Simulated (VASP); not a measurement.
**SiC: relaxation of cell and atoms with LDA**

The system is SiC.

```
Si C
1.0
     3.05809    0.00000    0.00000
    -1.52904    2.64838    0.00000
     0.00000    0.00000    5.01908
Si C
2 2
Direct
  0.33333 0.66667 0.00460
  0.66667 0.33333 0.50460
  0.33333 0.66667 0.38040
  0.66667 0.33333 0.88040
```

* Program: VASP 6.6.1
* Task: relaxation of cell and atoms
* Functional: LDA
* Potentials or basis: VASP PAW LDA potentials, release 64 (Si, C)
* Cutoff: 520 eV
* k mesh: 12 × 12 × 6
* Occupations: gaussian, width 0.02 eV
* Spin: no spin polarisation
* Further INCAR settings: ALGO = Normal; EDIFF = 1e-07; IBRION = 2; EDIFFG = -0.002; NSW = 80; ISIF = 3

The pressure after relaxing is 0.0 GPa. The band gap on the k mesh is 2.12 eV, indirect (least direct gap 3.91 eV).

Final structure:
```xyz
4
Lattice="3.0581 0.0000 0.0000 -1.5290 2.6484 0.0000 0.0000 0.0000 5.0191" Properties=species:S:1:pos:R:3 pbc="T T T"
Si    0.0000    1.7656    0.0231
Si    1.5290    0.8828    2.5326
C     0.0000    1.7656    1.9093
C     1.5290    0.8828    4.4188
```

Levels at points of the mesh, in eV from the valence-band top:
| k point | band 4 | band 5 | band 6 | band 7 | band 8 | band 9 | band 10 | band 11 | band 12 |
| --- | --- | --- | --- | --- | --- | --- | --- | --- | --- |
| (0.00, 0.00, 0.00) | -1.32 | -1.32 | -0.12 | 0.00 | 0.00 | 4.91 | 6.40 | 6.66 | 6.66 |
| (0.50, 0.00, 0.00) | -6.32 | -5.51 | -3.37 | -3.36 | -1.20 | 2.71 | 4.16 | 6.94 | 7.10 |
| (0.00, 0.00, 0.50) | -4.45 | -0.72 | -0.72 | -0.72 | -0.72 | 5.98 | 5.98 | 7.34 | 7.34 |
| (0.50, 0.00, 0.50) | -8.36 | -2.47 | -2.47 | -2.35 | -2.35 | 3.25 | 3.25 | 5.23 | 5.23 |

Run time: 31 s on 1 thread of AMD EPYC 7R13 Processor (Zen 3) (shared host), peak memory 0.13 GiB.

Caveat: the relaxation stopped at its first step, so nothing moved. A k mesh can miss the band edges.
